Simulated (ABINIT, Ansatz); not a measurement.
# BaS (Fm-3m): G0W0 with ABINIT, start to end

Aim: the G0W0 gap of BaS (Fm-3m) on PBE, step by step.

Method: PBE and many-body steps on it, plane waves, in ABINIT 10.8.3.

Most raw output is cut from this account.

## Step 1: The starting structure

The structure is cubic, space group Fm-3m (No. 225). Conventional cell: a = 6.388 Å, b = 6.388 Å, c = 6.388 Å, α = 90.00°, β = 90.00°, γ = 90.00°. Nearest to Ba lie 6 S at 3.19 Å. Nearest to S lie 6 Ba at 3.19 Å. Farther neighbours and most contacts between anions are not listed.

The cell and positions come from the Crystallography Open Database and are kept as given unless a step says otherwise. Spin-orbit coupling is left out unless a step names it.

## Step 2: Ground state

This step: ABINIT 10.8.3; DFT, PBE, plane waves, norm-conserving pseudopotentials.

The ground-state density comes first.

Contents of run.abi:

```
acell 3*1.0 Angstrom
rprim 
  0.000000000000 3.193750000000 3.193750000000
  3.193750000000 0.000000000000 3.193750000000
  3.193750000000 3.193750000000 0.000000000000
ntypat 2
znucl 56 16
natom 2
typat 1 2
xred 
  0.000000000000 0.000000000000 0.000000000000
  0.500000000000 0.500000000000 0.500000000000
pp_dirpath "pseudos"
pseudos "Ba.upf, S.upf"
ecut 20
ngkpt 6 6 6
nshiftk 1
shiftk 0 0 0
kptopt 1
chksymbreak 0
nband 13
occopt 1
tolvrs 1e-10
nstep 60
prtwf 0
optforces 0
optstress 0
indata_prefix "in"
outdata_prefix "out"
tmpdata_prefix "tmp"
```

Launch:

```bash
$ OMP_NUM_THREADS=1 mpirun -n 4 abinit run.abi > log
```

Run time: 5.8 s. Hardware: 4 MPI ranks of Arm Neoverse V1, shared host; peak memory 0.26 GiB; 22 s of CPU time.

This step gave:

```yaml
total_energy: -1068.8967 eV
gap: 2.146 eV
k_of_the_valence_top: 0, 0, 0
k_of_the_conduction_bottom: 0.5, 0.5, 0
least_direct_gap: 2.272 eV
```

The gap is indirect, with the least direct gap 0.13 eV higher.

## Step 3: Bands along the symmetry lines

Levels along a band path, at the cheap level, show where the edges lie and whether the meshes to come will hold them.

Contents of run.abi:

```
acell 3*1.0 Angstrom
rprim 
  0.000000000000 3.193750000000 3.193750000000
  3.193750000000 0.000000000000 3.193750000000
  3.193750000000 3.193750000000 0.000000000000
ntypat 2
znucl 56 16
natom 2
typat 1 2
xred 
  0.000000000000 0.000000000000 0.000000000000
  0.500000000000 0.500000000000 0.500000000000
pp_dirpath "pseudos"
pseudos "Ba.upf, S.upf"
ecut 20
iscf -2
irdden 1
kptopt 0
nkpt 50
kpt 
  0.00000000 0.00000000 0.00000000
  0.06250000 0.00000000 0.06250000
  0.12500000 0.00000000 0.12500000
  0.18750000 0.00000000 0.18750000
  0.25000000 0.00000000 0.25000000
  0.31250000 0.00000000 0.31250000
  0.37500000 0.00000000 0.37500000
  0.43750000 0.00000000 0.43750000
  0.50000000 0.00000000 0.50000000
  0.51562500 0.03125000 0.51562500
  0.53125000 0.06250000 0.53125000
  0.54687500 0.09375000 0.54687500
  0.56250000 0.12500000 0.56250000
  0.57812500 0.15625000 0.57812500
  0.59375000 0.18750000 0.59375000
  0.60937500 0.21875000 0.60937500
  0.62500000 0.25000000 0.62500000
  0.37500000 0.37500000 0.75000000
  0.32812500 0.32812500 0.65625000
  0.28125000 0.28125000 0.56250000
  0.23437500 0.23437500 0.46875000
  0.18750000 0.18750000 0.37500000
  0.14062500 0.14062500 0.28125000
  0.09375000 0.09375000 0.18750000
  0.04687500 0.04687500 0.09375000
  0.00000000 0.00000000 0.00000000
  0.06250000 0.06250000 0.06250000
  0.12500000 0.12500000 0.12500000
  0.18750000 0.18750000 0.18750000
  0.25000000 0.25000000 0.25000000
  0.31250000 0.31250000 0.31250000
  0.37500000 0.37500000 0.37500000
  0.43750000 0.43750000 0.43750000
  0.50000000 0.50000000 0.50000000
  0.50000000 0.46875000 0.53125000
  0.50000000 0.43750000 0.56250000
  0.50000000 0.40625000 0.59375000
  0.50000000 0.37500000 0.62500000
  0.50000000 0.34375000 0.65625000
  0.50000000 0.31250000 0.68750000
  0.50000000 0.28125000 0.71875000
  0.50000000 0.25000000 0.75000000
  0.50000000 0.21875000 0.71875000
  0.50000000 0.18750000 0.68750000
  0.50000000 0.15625000 0.65625000
  0.50000000 0.12500000 0.62500000
  0.50000000 0.09375000 0.59375000
  0.50000000 0.06250000 0.56250000
  0.50000000 0.03125000 0.53125000
  0.50000000 0.00000000 0.50000000
istwfk *1
nband 15
nbdbuf 2
tolwfr 1e-08
nstep 40
prtwf 0
prtvol 0
indata_prefix "in"
outdata_prefix "out"
tmpdata_prefix "tmp"
```

Wall time 8 s (4 MPI ranks); peak memory 0.26 GiB.

This step gave:

```
gap                        : 2.146 eV
k of the valence top       : 0, 0, 0
k of the conduction bottom : 0.5, 0, 0.5
least direct gap           : 2.272 eV
```

The gap is 2.146 eV, as in the run before at this level.

Electronic bands along the path, in eV, zero at the top of the highest filled band; v1 is the highest filled band, c1 the lowest empty one:

| point | v4 | v3 | v2 | v1 | c1 | c2 | c3 | c4 |
| --- | --- | --- | --- | --- | --- | --- | --- | --- |
| Γ | -10.33 | 0.00 | 0.00 | 0.00 | 3.63 | 3.91 | 3.91 | 3.91 |
| halfway | -9.73 | -1.27 | -0.16 | -0.16 | 2.83 | 4.73 | 5.32 | 5.76 |
| X | -10.24 | -0.50 | -0.13 | -0.13 | 2.15 | 5.97 | 6.06 | 7.53 |
| halfway | -10.07 | -0.50 | -0.40 | -0.27 | 2.48 | 6.33 | 6.36 | 6.88 |
| U | -9.74 | -0.92 | -0.59 | -0.51 | 3.32 | 5.97 | 6.63 | 6.78 |
| jump to K | -9.74 | -0.92 | -0.59 | -0.51 | 3.32 | 5.97 | 6.63 | 6.78 |
| halfway | -9.47 | -1.38 | -0.86 | -0.32 | 4.09 | 4.74 | 5.02 | 5.91 |
| Γ | -10.33 | 0.00 | 0.00 | 0.00 | 3.63 | 3.91 | 3.91 | 3.91 |
| halfway | -9.56 | -1.13 | -0.61 | -0.61 | 4.12 | 4.78 | 4.78 | 5.41 |
| L | -9.10 | -1.90 | -1.06 | -1.06 | 5.58 | 5.67 | 6.35 | 6.35 |
| halfway | -9.40 | -1.45 | -0.84 | -0.76 | 4.70 | 4.89 | 6.69 | 6.91 |
| W | -9.70 | -1.10 | -0.47 | -0.47 | 4.30 | 4.30 | 6.33 | 6.90 |
| halfway | -9.95 | -0.65 | -0.51 | -0.29 | 2.79 | 6.13 | 6.18 | 6.91 |
| X | -10.24 | -0.50 | -0.13 | -0.13 | 2.15 | 5.97 | 6.06 | 7.53 |

## Step 4: Empty states on the mesh, 4×4×4 mesh, 1199 bands

The sums over transitions need many empty states on a uniform mesh; this step solves for them.

Contents of run.abi:

```
acell 3*1.0 Angstrom
rprim 
  0.000000000000 3.193750000000 3.193750000000
  3.193750000000 0.000000000000 3.193750000000
  3.193750000000 3.193750000000 0.000000000000
ntypat 2
znucl 56 16
natom 2
typat 1 2
xred 
  0.000000000000 0.000000000000 0.000000000000
  0.500000000000 0.500000000000 0.500000000000
pp_dirpath "pseudos"
pseudos "Ba.upf, S.upf"
ecut 20
ngkpt 4 4 4
nshiftk 1
shiftk 0 0 0
kptopt 1
chksymbreak 0
irdden 1
istwfk *1
nband 1199
prtvol 0
optdriver 6
gwr_task "HDIAGO"
paral_kgb 0
occopt 1
indata_prefix "in"
outdata_prefix "out"
tmpdata_prefix "tmp"
```

Wall time 19 s (4 MPI ranks); peak memory 1.1 GiB.

This step gave:

```yaml
gap: 2.146 eV
k_of_the_valence_top: 0, 0, 0
k_of_the_conduction_bottom: 0.5, 0.5, 0
least_direct_gap: 2.272 eV
k_points_computed: 8
lowest_point_of_the_top_converged_band_above_the_valence_top: 385.0309 eV
```

On this mesh the gap is 2.146 eV.

## Step 5: Screening, 4×4×4 mesh, 490 bands, screening to 283 eV

The RPA dielectric matrix is built and inverted for each q.

This step: RPA screening on PBE, plane waves, norm-conserving pseudopotentials.

Edit run.abi of step 4 so:

```diff
@@ -20,10 +20,11 @@
 chksymbreak 0
-irdden 1
 istwfk *1
-nband 1199
-prtvol 0
-optdriver 6
-gwr_task "HDIAGO"
-paral_kgb 0
 occopt 1
+irdwfk 1
+optdriver 3
+nband 490
+ecuteps 10.4
+inclvkb 2
+awtr 1
+symchi 1
 indata_prefix "in"
```

Wall time 5.6 min (4 MPI ranks); peak memory 2.3 GiB; 22 min of CPU time.

Numbers from this step:

- ε∞ with local fields, on this mesh, along the program's q direction: 4.738
- the same without local fields: 5.590
- plasma frequency: 18.40 eV
- plane waves in the screening matrix: 725

Local fields lower ε∞ by 15 %.

## Step 6: Self-energy, 4×4×4 mesh, 490 bands, screening to 283 eV

The self-energy is evaluated for the states that the input lists, and the levels follow from it, in one-shot runs by the linearised quasiparticle equation.

This step: G0W0 on PBE, plane waves, norm-conserving pseudopotentials.

Edit run.abi of step 5 so:

```diff
@@ -23,8 +23,17 @@
 irdwfk 1
-optdriver 3
+optdriver 4
 nband 490
+gwcalctyp 0
+ecutsigx 20
+symsigma 1
+nkptgw 2
+kptgw 
+  0.0000000000 0.0000000000 0.0000000000
+  0.5000000000 0.5000000000 0.0000000000
+bdgw 
+  6 12
+  7 10
 ecuteps 10.4
-inclvkb 2
-awtr 1
-symchi 1
+irdscr 1
+ppmodel 1
 indata_prefix "in"
```

The job ended after 5.3 min (4 MPI ranks; peak memory 3.1 GiB).

Numbers from this step:

- G0W0 gap on the points computed: 3.609 eV
- starting gap on the mesh: 2.146 eV
- k of the valence top: 0, 0, 0
- k of the conduction bottom: 0.5, 0.5, 0
- Z at the valence top: 0.767
- Z at the conduction bottom: 0.824
- least direct G0W0 gap on the computed points: 3.746 eV

The gap on the mesh goes from 2.15 eV to 3.61 eV, a correction of +1.46 eV.

Limits: finite bands, cutoff and mesh; no spin-orbit coupling. v1 is the top filled band, c1 the lowest empty one. Levels before and after the correction, in eV, zero at the valence-band top of each column:

|  | conduction bottom | valence top |
| --- | --- | --- |
| Kohn-Sham | 2.15 | 0.00 |
| G0W0 | 3.61 | 0.00 |

|  | level | energy (eV) |
| --- | --- | --- |
| Kohn-Sham | Γ v3-v1 | 0.000 |
| Kohn-Sham | Γ c1 | 3.626 |
| Kohn-Sham | Γ c2-c4 | 3.906 |
| Kohn-Sham | (0.5 0.5 0) v2-v1 | -0.126 |
| Kohn-Sham | (0.5 0.5 0) c1 | 2.146 |
| Kohn-Sham | (0.5 0.5 0) c2 | 5.967 |
| G0W0 | Γ v3-v1 | 0.000 |
| G0W0 | Γ c1 | 4.981 |
| G0W0 | Γ c2-c4 | 5.560 |
| G0W0 | (0.5 0.5 0) v2-v1 | -0.137 |
| G0W0 | (0.5 0.5 0) c1 | 3.609 |
| G0W0 | (0.5 0.5 0) c2 | 7.854 |

## Step 7: Where the time went

Times are wall times on 4 MPI ranks of Arm Neoverse V1, shared host, good to a factor of about two.

| step | time | share | memory (GiB) |
| --- | --- | --- | --- |
| ground state | 5.8 s | 1 % | 0.26 |
| bands along the symmetry lines | 8 s | 1 % | 0.26 |
| empty states on the mesh | 19 s | 3 % | 1.1 |
| screening | 5.6 min | 49 % | 2.3 |
| self-energy | 5.3 min | 47 % | 3.1 |

## Step 8: Summary of results

```yaml
pbe_gap: 2.15 eV, indirect
g0w0_gap_on_the_mesh: 3.61 eV
gw_settings: 4×4×4 mesh, 490 bands, screening to 283 eV, Godby-Needs plasmon pole
known_limits: not at the basis limit; no spin-orbit coupling
```

**Reading.** G0W0 moves the gap on the mesh from 2.15 eV to 3.61 eV (+1.46 eV), with Z of 0.77 and 0.82 at the edges. Local fields lower the RPA ε∞ on this mesh from 5.59 to 4.74. Only 2 of the mesh's irreducible points were corrected, so a valley elsewhere could overtake. Bands and cutoff are finite, so the gap is not at the basis limit. The miss can reach some tenths of an eV and take either sign; the mesh is an error of its own. In the G0W0 run levels were corrected at 2 k points alone, so a gap called «on the mesh» is the least over those, and an edge elsewhere would be missed. The many-body steps are scalar-relativistic: spin-orbit coupling is not in them.

[Paths, hosts, dates, memory and timing lines, banners, echoed tables and standing remarks are left out of the program output.]

[Logs are printed without paths, hosts, clocks, repeated set-up lines and the standing remarks that a program may print on its own settings, such as how far it seeks lower states.]

[Runs of the session that timed out or met a known fault of the program may be left out.]

[Hosts, paths, dates, database ids (printed as entryN), source tags and the programs' standing remarks are cut or masked in the printed files.]

[G0W0 gaps are taken among the corrected bands and points alone; a level outside them can change the order at an edge.]

[Where Ansatz stands beside ABINIT at settings called matched, ABINIT's density can come from a denser mesh and the files from another edition; pairs whose starting gaps differed by over 0.03 eV were left out, so agreement reads better than it is.]
